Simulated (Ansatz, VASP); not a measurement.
Pd in VASP and in Ansatz

INCAR

```
SYSTEM = Pd
  PREC = Accurate
  ENCUT = 520
  EDIFF = 1E-6
  ISMEAR = 0
  SIGMA = 1.0
  LREAL = .False.
  LASPH = .True.
  NELM = 80
  ALGO = Normal
  ISIF = 2
  LWAVE = .False.
  LCHARG = .False.
  NBANDS = 11
```

File KPOINTS:

```
Automatic mesh
0
Gamma
  14 14 14
  0 0 0
```

POSCAR

```
Pd
1.0
    0.0000000000      1.9211411165      1.9211411165
    1.9211411165      0.0000000000      1.9211411165
    1.9211411165      1.9211411165      0.0000000000
Pd
1
Direct
    0.0000000000      0.0000000000      0.0000000000
```

Input for Ansatz:

```yaml
crystal:
  lattice:
    - [0.0, 1.9211411165, 1.9211411165]
    - [1.9211411165, 0.0, 1.9211411165]
    - [1.9211411165, 1.9211411165, 0.0]
  atoms:
    - { symbol: Pd, position: [0.0, 0.0, 0.0] }
hamiltonian:
  xc: lda
  pseudopotentials:
    kind: paw
    azcp:
      Pd: "pseudopotentials/Pd.paw.azcp"
basis:
  ecutwfc: 420
  fft_grid_basis: typed
kpoints:
  mp_grid: { grid: [14, 14, 14], shift: [0, 0, 0] }
magnetization:
  spin_polarized: false
scf:
  occupations: { method: gaussian, width: 1.0 }
  lower_state_search: "off"
output:
  stress: true
  write_density: true
  write_potential: true
  elf: true
  volumetric_format: npy
```

Alike in both runs: task single point; functional LDA; k mesh 14 × 14 × 14; occupations gaussian, width 1 eV; no spin polarisation.

```csv
,VASP,Ansatz
version,VASP 6.6.1,Ansatz 0.2.0
potentials or method,"VASP PAW LDA potentials, release 64 (Pd)","plane waves (420 eV) with PAW, scalar-relativistic"
plane-wave cutoff (eV),520,420
valence electrons in the cell,10,18
```

Ansatz gave:

```
pressure (GPa) : 2.4
```

What did VASP give for the same quantities?

Pressure (GPa): 2.6.

The two sets of potentials don't hold the same shells in valence. Ansatz warned: «pseudo_functional_mismatch».
